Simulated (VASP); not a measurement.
# MgI2 (P-3m1) in VASP: further runs

One crystal, MgI2, is run at these levels: PBEsol; tasks: single point.

Everything below comes from runs of VASP 6.6.1. Logs are shortened: lines on timing, memory, paths and dates and some standing lists are left out, and cuts for length are marked.

### Step 1. Starting point

The structure is trigonal, space group P-3m1 (No. 164). Conventional cell: a = 4.140 Å, b = 4.140 Å, c = 6.880 Å, α = 90.00°, β = 90.00°, γ = 120.00°. I (site symmetry 3m) is surrounded by 3 Mg at 2.94 Å. Mg (site symmetry -3m) has 6 I at 2.94 Å as nearest neighbours.

### Step 2. Single point, PBEsol

File INCAR:

```
SYSTEM = MgI2
PREC = Normal
ENCUT = 550
EDIFF = 1E-6
ISMEAR = 0
SIGMA = 0.05
LREAL = .FALSE.
LASPH = .TRUE.
NELM = 100
ALGO = Normal
ISIF = 2
LWAVE = .FALSE.
LCHARG = .FALSE.
GGA = PS
NBANDS = 15
ADDGRID = .FALSE.
```

File KPOINTS:

```
regular mesh
0
G
  9 9 5
  0 0 0
```

File POSCAR:

```
MgI2
1.0
    4.1400000000      0.0000000000      0.0000000000
   -2.0700000000      3.5853451717      0.0000000000
    0.0000000000      0.0000000000      6.8800000000
I Mg
2 1
Direct
    0.6666666667      0.3333333333      0.7500000000
    0.3333333333      0.6666666667      0.2500000000
    0.0000000000      0.0000000000      0.0000000000
```

Potentials or basis: VASP PAW PBE potentials, release 64 (I, Mg).

On the command line:

```
> cat potpaw_PBE.64/I/POTCAR potpaw_PBE.64/Mg/POTCAR > POTCAR
> mpirun -np 1 vasp_std > vasp.out
```

OUTCAR:

```text
SYSTEM = MgI2
   PREC = Normal
   ENCUT = 550
   EDIFF = 1E-6
   ISMEAR = 0
   LREAL = .FALSE.
   LASPH = .TRUE.
   NELM = 100
   ISIF = 2
   GGA = PS

 Found     50 irreducible k-points:

 Following reciprocal coordinates:
            Coordinates               Weight
  0.000000  0.000000  0.000000      1.000000
  0.111111 -0.000000  0.000000      6.000000
  0.222222 -0.000000  0.000000      6.000000
  0.333333 -0.000000  0.000000      6.000000
  0.444444 -0.000000  0.000000      6.000000
  0.111111  0.111111  0.000000      6.000000
   k-points           NKPTS =     50   k-points in BZ     NKDIM =     50   number of bands    NBANDS=     15
   number of dos      NEDOS =    301   number of ions     NIONS =      3
   total plane-waves  NPLWV =  23040
   dimension x,y,z NGX =    24 NGY =   24 NGZ =   40
   dimension x,y,z NGXF=    48 NGYF=   48 NGZF=   80
   ions per type =               2   1
   NGX,Y,Z   is equivalent  to a cutoff of   9.64,  9.64,  9.67 a.u.
   NGXF,Y,Z  is equivalent  to a cutoff of  19.27, 19.27, 19.33 a.u.
 SYSTEM =  MgI2
   PREC   = normal    normal or accurate (medium, high low for compatibility)
   ISTART =      0    job   : 0-new  1-cont  2-samecut
   ICHARG =      2    charge: 1-file 2-atom 10-const
   ISPIN  =      1    spin polarized calculation?
   LNONCOLLINEAR =      F non collinear calculations
   LSORBIT =      F    spin-orbit coupling
   LASPH  =      T    aspherical Exc in radial PAW
   ENCUT  =  550.0 eV  40.42 Ry    6.36 a.u.   7.92  7.92 13.16*2*pi/ulx,y,z
   NELM   =    100;   NELMIN=  2; NELMDL= -5     # of ELM steps
   EDIFF  = 0.1E-05   stopping-criterion for ELM
   LREAL  =      F    real-space projection
   EDIFFG = 0.1E-04   stopping-criterion for IOM
   NSW    =      0    number of steps for IOM
   IBRION =     -1    ionic relax: 0-MD 1-quasi-New 2-CG
   NFREE  =      0    steps in history (QN), initial steepest desc. (CG)
   ISIF   =      2    stress and relaxation
   ISYM   =      2    0-nonsym 1-usesym 2-fastsym
   POTIM  = 0.5000    time-step for ionic-motion
   TEBEG  =    0.0;   TEEND  =   0.0 temperature during run
   PSTRESS=    0.0 pullay stress
   NELECT =      16.0000    total number of electrons
   NUPDOWN=      -1.0000    fix difference up-down
   EMIN   =  10.00;   EMAX   =-10.00  energy-range for DOS
   EFERMI =   0.00;   METHOD = LEGACY
   ISMEAR =     0;   SIGMA  =   0.05  broadening in eV -4-tet -1-fermi 0-gaus
   EFERMI_NEDOS =   21; number of points for ismear=-14 and -15
   IALGO  =     38    algorithm
   IMIX   =      4    mixing-type and parameters
     AMIX     =   0.40;   BMIX     =  1.00
     AMIX_MAG =   1.60;   BMIX_MAG =  1.00
  volume/ion in A,a.u.               =      34.04       229.72
  Fermi-wavevector in a.u.,A,eV,Ry     =   0.882555  1.667786 10.597613  0.778903
  Thomas-Fermi vector in A             =   2.003202
   LORBIT       =      0    0 simple, 1 ext, 2 COOP (PROOUT), +10 PAW based schemes
   GGA     = PS    functional components
   LHFCALC =     F    Hartree Fock is set to
   AEXX    =    0.0000 exact exchange contribution
   IVDW    =     0    specifies the selected vdW correction
   LEPSILON=     F    determine dielectric tensor
   LRPA    =     F    only Hartree local field effects (RPA)
 non-spin polarized calculation
 Gauss-broadening in eV      SIGMA  =   0.05
  energy-cutoff  :      550.00
  volume of cell :      102.12
 maximum number of plane-waves:      3012
   NGX = 15   NGY = 15   NGZ = 27

 number of electron      16.0000010 magnetization

 Free energy of the ion-electron system (eV)
  ---------------------------------------------------
  ext. energy  EPLUGINS =         0.00000000
  ---------------------------------------------------
  free energy    TOTEN  =        -8.40404795 eV

  energy without entropy =       -8.40404795  energy(sigma->0) =       -8.40404795

 E-fermi :   2.4656     XC(G=0):  -8.4220

 val. band max:        2.2606689635   @ k =   0.0000   0.0000   0.0000
 cond. band min:       5.6593735127   @ k =   0.0000   0.4444   0.4000
 fundamental gap:      3.3987045492
 Fermi energy:         2.4655638207

 k-point     1 :       0.0000    0.0000    0.0000
  band No.  band energies     occupation
      1      -9.8108      2.00000
      2      -9.1297      2.00000
      3      -1.3688      2.00000
      4       1.8910      2.00000
      5       1.8910      2.00000
      6       2.2396      2.00000
      7       2.2607      2.00000
      8       2.2607      2.00000
      9       5.7705      0.00000
     10       6.9848      0.00000
     11       9.0044      0.00000
     12       9.0044      0.00000
     13       9.5973      0.00000
     14      10.4394      0.00000
     15      10.4394      0.00000

 k-point     2 :       0.1111   -0.0000    0.0000
  band No.  band energies     occupation
      1      -9.7460      2.00000
      2      -9.0942      2.00000
      3      -1.2727      2.00000
      4       1.3729      2.00000
      5       1.7316      2.00000
      6       1.7798      2.00000
      7       2.1977      2.00000
      8       2.2396      2.00000
      9       6.2987      0.00000
     10       7.4664      0.00000
     11       8.4205      0.00000
     12       9.1814      0.00000
     13       9.7568      0.00000
     14      10.1341      0.00000
     15      10.6320      0.00000

 k-point     3 :       0.2222   -0.0000    0.0000
  band No.  band energies     occupation
      1      -9.5684      2.00000
      2      -9.0063      2.00000
      3      -1.0163      2.00000
      4       0.3632      2.00000
      5       0.9181      2.00000
      6       1.4198      2.00000
      7       2.0469      2.00000
      8       2.1251      2.00000
      9       6.7927      0.00000
     10       7.5312      0.00000
     11       8.5420      0.00000
     12       9.1887      0.00000
     13       9.3649      0.00000
     14      10.1357      0.00000
     15      11.1518      0.00000

 k-point     4 :       0.3333   -0.0000    0.0000
  band No.  band energies     occupation
      1      -9.3312      2.00000
      2      -8.9188      2.00000
      3      -0.8874      2.00000
      4      -0.3269      2.00000
      5       0.2350      2.00000
      6       1.1372      2.00000
      7       1.7459      2.00000
      8       1.9679      2.00000
      9       6.2862      0.00000
     10       7.5565      0.00000
     11       7.9634      0.00000
     12       9.2284      0.00000
     13       9.6041      0.00000
     14      10.9122      0.00000
     15      11.3570      0.00000

 k-point     5 :       0.4444   -0.0000    0.0000
  band No.  band energies     occupation
      1      -9.1317      2.00000
      2      -8.8909      2.00000
      3      -1.2383      2.00000
      4      -0.4878      2.00000
      5       0.2381      2.00000
      6       0.9764      2.00000
      7       1.3677      2.00000
      8       1.8629      2.00000
      9       5.9108      0.00000
     10       7.4499      0.00000
     11       7.5884      0.00000
     12       9.0852      0.00000
     13       9.9187      0.00000
     14      11.3265      0.00000
     15      12.0681      0.00000

 k-point     6 :       0.1111    0.1111    0.0000
  band No.  band energies     occupation
      1      -9.6246      2.00000
      2      -9.0323      2.00000
      3      -1.0943      2.00000
      4       0.8202      2.00000
      5       0.8829      2.00000
      6       1.6848      2.00000
      7       1.9952      2.00000
      8       2.1266      2.00000
      9       6.8774      0.00000
     10       7.9473      0.00000
     11       8.1368      0.00000
     12       9.2403      0.00000
     13       9.4490      0.00000
     14       9.6012      0.00000
     15      11.0965      0.00000

 [... further k-points ...]

------------------------ aborting loop because EDIFF is reached ----------------------------------------

  FORCE on cell =-STRESS in cart. coord.  units (eV):
  Direction    XX          YY          ZZ          XY          YZ          ZX
  --------------------------------------------------------------------------------------
  -------------------------------------------------------------------------------------
  Total       -0.4484394     -0.4484394     -0.7307324      0.0000000      0.0000000      0.0000000
  in kB       -7.0354945     -7.0354945    -11.4643443      0.0000000      0.0000000      0.0000000
  external PRESSURE =      -8.5117778 kB  Pullay stress =       0.0000000 kB

 VOLUME and BASIS-vectors are now :
 -----------------------------------------------------------------------------
  energy-cutoff  :      550.00
  volume of cell :      102.12
      direct lattice vectors                 reciprocal lattice vectors
     4.140000000  0.000000000  0.000000000     0.241545894  0.139456587  0.000000000
    -2.070000000  3.585345172  0.000000000     0.000000000  0.278913174  0.000000000
     0.000000000  0.000000000  6.880000000     0.000000000  0.000000000  0.145348837

 POSITION                                       TOTAL-FORCE (eV/Angst)
 -----------------------------------------------------------------------------------
      2.07000      1.19512      5.16000         0.000000     -0.000000      0.299735
     -0.00000      2.39023      1.72000        -0.000000      0.000000     -0.299735
      0.00000      0.00000      0.00000        -0.000000      0.000000      0.000000
 -----------------------------------------------------------------------------------
    total drift:                               -0.000000      0.000000     -0.000000

  FREE ENERGIE OF THE ION-ELECTRON SYSTEM (eV)
  ---------------------------------------------------
  free  energy   TOTEN  =        -8.4040479523 eV

  energy  without entropy=       -8.4040479523  energy(sigma->0) =       -8.40404795
```

Wall time 16 s (1 thread of Intel Xeon Platinum 8488C (Sapphire Rapids), shared host); peak memory 0.21 GiB.

The run converged, but some of its settings lie outside the range that counts as converged, so its numbers aren't taken as properties of the crystal.

What came out:

```yaml
Free_energy: -8.4040 eV
Pressure: -0.9 GPa
Largest_force: 0.300 eV/Å
Band_gap_on_the_k_mesh: 3.40 eV, indirect (least direct gap 3.51 eV)
```

Caveat: the PAW data sets were made with another functional, which shifts forces and pressure a little; spin-orbit coupling is left out, which moves the levels of the heavy elements; an odd mesh through Γ misses points on the zone boundary, where band edges often lie; the cell's inner coordinates are idealised or old, which leaves forces on the atoms; this functional lacks dispersion, which binds the layers, so the pressure and a relaxed spacing across them are unreliable.

[end of part 1 of 2]
